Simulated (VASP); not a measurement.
# TiN (Fm-3m) in VASP: relaxation of cell and atoms with PBEsol

Aim: the relaxation of cell and atoms of TiN with PBEsol.

All numbers are computed with VASP 6.6.1; they aren't measurements. Logs are shortened: lines on timing, memory, paths and dates and some standing lists are left out, and cuts for length are marked.

### 1 The crystal as given

The structure is cubic, space group Fm-3m (No. 225). The conventional cell has a = 4.238 Å, b = 4.238 Å, c = 4.238 Å, α = 90.00°, β = 90.00°, γ = 90.00°. Around Ti (site symmetry m-3m) lie 6 N at 2.12 Å. Around N (site symmetry m-3m) lie 6 Ti at 2.12 Å.

### 2 Relaxation of cell and atoms, PBEsol

File INCAR:

```
SYSTEM = TiN
PREC = Accurate
ENCUT = 520
EDIFF = 1E-7
ISMEAR = 0
SIGMA = 0.02
LREAL = .FALSE.
LASPH = .TRUE.
NELM = 60
ALGO = Fast
ISIF = 3
LWAVE = .FALSE.
LCHARG = .FALSE.
GGA = PS
IBRION = 2
NSW = 80
EDIFFG = -0.002
KPAR = 4
```

File KPOINTS:

```
Automatic mesh
0
G
  12 12 12
  0 0 0
```

File POSCAR:

```
TiN
1.0
    0.0000000000      2.1190000000      2.1190000000
    2.1190000000      0.0000000000      2.1190000000
    2.1190000000      2.1190000000      0.0000000000
Ti N
1 1
Direct
    0.0000000000      0.0000000000      0.0000000000
    0.5000000000      0.5000000000      0.5000000000
```

Potentials or basis: VASP PAW PBE potentials, release 64 (Ti_sv, N).

On the command line:

```sh
> cat potpaw_PBE.64/Ti_sv/POTCAR potpaw_PBE.64/N/POTCAR > POTCAR
> mpirun -np 4 vasp_std > vasp.out
```

OUTCAR:

```text
SYSTEM = TiN
   PREC = Accurate
   ENCUT = 520
   EDIFF = 1E-7
   ISMEAR = 0
   LREAL = .FALSE.
   LASPH = .TRUE.
   NELM = 60
   ISIF = 3
   GGA = PS
   IBRION = 2
   NSW = 80
   EDIFFG = -0.002

 ion  position               nearest neighbor table
   1  0.000  0.000  0.000-   2 2.12   2 2.12   2 2.12   2 2.12   2 2.12   2 2.12
   2  0.500  0.500  0.500-   1 2.12   1 2.12   1 2.12   1 2.12   1 2.12   1 2.12

  LATTYP: Found a face centered cubic cell.
 ALAT       =     4.2380000000

  Lattice vectors:

 A1 = (   0.0000000000,   2.1190000000,   2.1190000000)
 A2 = (   2.1190000000,   0.0000000000,   2.1190000000)
 A3 = (   2.1190000000,   2.1190000000,   0.0000000000)

Analysis of symmetry for initial positions (statically):
=====================================================================
 Subroutine PRICEL returns:
 Original cell was already a primitive cell.

 Routine SETGRP: Setting up the symmetry group for a
 face centered cubic supercell.

 Subroutine GETGRP returns: Found 48 space group operations
 (whereof 48 operations were pure point group operations)
 out of a pool of 48 trial point group operations.

The static configuration has the point symmetry O_h .

Analysis of symmetry for dynamics (positions and initial velocities):
=====================================================================
 Subroutine PRICEL returns:
 Original cell was already a primitive cell.

 Routine SETGRP: Setting up the symmetry group for a
 face centered cubic supercell.

 Subroutine GETGRP returns: Found 48 space group operations
 (whereof 48 operations were pure point group operations)
 out of a pool of 48 trial point group operations.

The dynamic configuration has the point symmetry O_h .

 Subroutine INISYM returns: Found 48 space group operations
 (whereof 48 operations are pure point group operations),
 and found     1 'primitive' translations

----------------------------------------------------------------------------------------

                                     Primitive cell

  volume of cell :      19.0293

  direct lattice vectors                    reciprocal lattice vectors
     0.000000000  2.119000000  2.119000000    -0.235960359  0.235960359  0.235960359
     2.119000000  0.000000000  2.119000000     0.235960359 -0.235960359  0.235960359
     2.119000000  2.119000000  0.000000000     0.235960359  0.235960359 -0.235960359

  length of vectors
     2.996718539  2.996718539  2.996718539     0.408695330  0.408695330  0.408695330

  position of ions in fractional coordinates (direct lattice)
     0.000000000  0.000000000  0.000000000
     0.500000000  0.500000000  0.500000000

[... 103 lines left out ...]
   AEXX    =    0.0000 exact exchange contribution
   IVDW    =     0    specifies the selected vdW correction
   LEPSILON=     F    determine dielectric tensor
   LRPA    =     F    only Hartree local field effects (RPA)
 conjugate gradient relaxation of ions
 non-spin polarized calculation
 RMM-DIIS sequential band-by-band and
 Gauss-broadening in eV      SIGMA  =   0.02
  energy-cutoff  :      520.00
  volume of cell :       19.03
 maximum number of plane-waves:       532
 NGX is ok and might be reduce to    24
   NGX = 11   NGY = 11   NGZ = 11

--------------------------------------- Ionic step        1  -------------------------------------------

 number of electron      17.0000002 magnetization

 Free energy of the ion-electron system (eV)
  ---------------------------------------------------
  ext. energy  EPLUGINS =         0.00000000
  ---------------------------------------------------
  free energy    TOTEN  =       -20.77299109 eV

  energy without entropy =      -20.77258301  energy(sigma->0) =      -20.77278705

------------------------ aborting loop EDIFF was not reached (unconverged)  ----------------------------

  FORCE on cell =-STRESS in cart. coord.  units (eV):
  Direction    XX          YY          ZZ          XY          YZ          ZX
  --------------------------------------------------------------------------------------
  -------------------------------------------------------------------------------------
  Total       -0.7665571     -0.7665571     -0.7665571     -0.0000000      0.0000000     -0.0000000
  in kB      -64.5404870    -64.5404870    -64.5404870     -0.0000000      0.0000000     -0.0000000
  external PRESSURE =     -64.5404870 kB  Pullay stress =       0.0000000 kB
[... 95 lines left out ...]
--------------------------------------- Ionic step        4  -------------------------------------------

 number of electron      16.9999999 magnetization

 Free energy of the ion-electron system (eV)
  ---------------------------------------------------
  ext. energy  EPLUGINS =         0.00000000
  ---------------------------------------------------
  free energy    TOTEN  =       -20.78187654 eV

  energy without entropy =      -20.78147052  energy(sigma->0) =      -20.78167353

 E-fermi :  11.5915     XC(G=0): -13.3629

 val. band max:       11.5868764968   @ k =   0.5000   0.2500   0.0833
 cond. band min:      11.5957378279   @ k =   0.1667   0.0000   0.0000
 fundamental gap:      0.0088613311
 Fermi energy:        11.5914552303

 k-point     1 :       0.0000    0.0000    0.0000
  band No.  band energies     occupation
      1     -45.9239      2.00000
      2     -21.9838      2.00000
      3     -21.9838      2.00000
      4     -21.9838      2.00000
      5      -5.5407      2.00000
      6       9.6041      2.00000
      7       9.6041      2.00000
      8       9.6041      2.00000
      9      10.9976      2.00000
     10      10.9976      2.00000
     11      10.9976      2.00000
     12      12.2450      0.00000
[... 331 lines left out ...]
 k-point    24 :      -0.4167    0.1667    0.0000
  band No.  band energies     occupation
      1     -45.8017      2.00000
      2     -22.6277      2.00000
      3     -22.1710      2.00000
      4     -22.0705      2.00000
      5      -3.1537      2.00000
      6       3.9933      2.00000
      7       6.0987      2.00000
      8       6.2489      2.00000
      9      12.9714      0.00000
     10      13.3133      0.00000
     11      13.8546      0.00000
     12      16.3227      0.00000

 [... further k-points ...]

------------------------ aborting loop because EDIFF is reached ----------------------------------------

  FORCE on cell =-STRESS in cart. coord.  units (eV):
  Direction    XX          YY          ZZ          XY          YZ          ZX
  --------------------------------------------------------------------------------------
  -------------------------------------------------------------------------------------
  Total       -0.0022996     -0.0022996     -0.0022996      0.0000000     -0.0000000      0.0000000
  in kB       -0.1980324     -0.1980324     -0.1980324      0.0000000     -0.0000000      0.0000000
  external PRESSURE =      -0.1980324 kB  Pullay stress =       0.0000000 kB
[... 17 lines left out ...]
  FREE ENERGIE OF THE ION-ELECTRON SYSTEM (eV)
  ---------------------------------------------------
  free  energy   TOTEN  =       -20.7818765416 eV

  energy  without entropy=      -20.7814705183  energy(sigma->0) =      -20.78167353

 reached required accuracy - stopping structural energy minimisation
```

OSZICAR:

```text
N       E                     dE             d eps       ncg     rms          rms(c)
DAV:   1     0.144255385734E+03    0.14426E+03   -0.90608E+03  1728   0.169E+03
DAV:   2    -0.122208589455E+02   -0.15648E+03   -0.14954E+03  1808   0.419E+02
[... 189 lines left out ...]
RMM:   6    -0.207818745153E+02   -0.46921E-06   -0.39769E-06  1947   0.145E-02    0.692E-03
RMM:   7    -0.207818759994E+02   -0.14841E-05   -0.77938E-06  2234   0.271E-02    0.228E-02
RMM:   8    -0.207818773991E+02   -0.13997E-05   -0.17029E-05  2372   0.543E-02    0.905E-03
RMM:   9    -0.207818766167E+02    0.78241E-06   -0.98756E-07  1718   0.102E-02    0.324E-03
RMM:  10    -0.207818764693E+02    0.14735E-06   -0.69686E-07  1555   0.745E-03    0.568E-04
RMM:  11    -0.207818765416E+02   -0.72288E-07   -0.17005E-07  1238   0.413E-03
   4 F= -.20781877E+02 E0= -.20781674E+02  d E =-.888545E-02
```

CONTCAR:

```text
TiN
   1.00000000000000
    -0.0000000000000000    2.1031287509205816    2.1031287509205816
     2.1031287509205816    0.0000000000000000    2.1031287509205816
     2.1031287509205816    2.1031287509205816   -0.0000000000000000
  Ti              N
     1     1
Direct
     0.0000000000000000    0.0000000000000000    0.0000000000000000
     0.5000000000000000    0.5000000000000000    0.5000000000000000

  0.00000000E+00  0.00000000E+00  0.00000000E+00
  0.00000000E+00  0.00000000E+00  0.00000000E+00
```

It took 49 s on 4 MPI ranks of Intel Xeon Platinum 8488C (Sapphire Rapids), shared host; peak memory 0.14 GiB.

What came out:

| Item | Value |
| --- | --- |
| Free energy | -20.7819 eV |
| Relaxed volume | 9.30 Å³/atom |
| Relaxed cell | a = 2.974 Å, b = 2.974 Å, c = 2.974 Å, α = 60.00°, β = 60.00°, γ = 60.00° |
| Space group after relaxing (to 0.05 Å) | Fm-3m (No. 225) |
| Energy gained by relaxing | 4.4 meV/atom |
| Ionic steps | 4 |
| Pressure after relaxing | 0.0 GPa |
| Band gap on the k mesh | none (metal or under the smearing width) |

The path:
| step | energy change (eV) | largest force (eV/Å) | pressure (GPa) | volume (Å³) |
| --- | --- | --- | --- | --- |
| 1 | 0.0000 | 0.0000 | -6.45 | 19.03 |
| 2 | 0.0118 | 0.0000 | 10.71 | 17.99 |
| 3 | -0.0089 | 0.0000 | -0.20 | 18.62 |
| 4 | -0.0089 | 0.0000 | -0.02 | 18.60 |

Final structure:
```
CELL_PARAMETERS angstrom
0.00000 2.10313 2.10313
2.10313 0.00000 2.10313
2.10313 2.10313 0.00000
ATOMIC_POSITIONS crystal
Ti 0.00000 0.00000 0.00000
N 0.50000 0.50000 0.50000
```

Levels at points of the mesh, in eV from the Fermi level:
| k point | band 5 | band 6 | band 7 | band 8 | band 9 | band 10 | band 11 | band 12 |
| --- | --- | --- | --- | --- | --- | --- | --- | --- |
| (0.00, 0.00, 0.00) | -17.13 | -1.99 | -1.99 | -1.99 | -0.59 | -0.59 | -0.59 | 0.65 |
| (0.50, 0.00, 0.00) | -14.52 | -8.21 | -5.56 | -5.56 | 1.83 | 1.83 | 2.54 | 6.04 |
| (0.50, 0.50, 0.00) | -15.69 | -5.84 | -3.19 | -3.19 | -3.16 | 1.77 | 2.57 | 2.57 |

Caveat: the PAW data sets were made with another functional, which shifts forces and pressure a little.
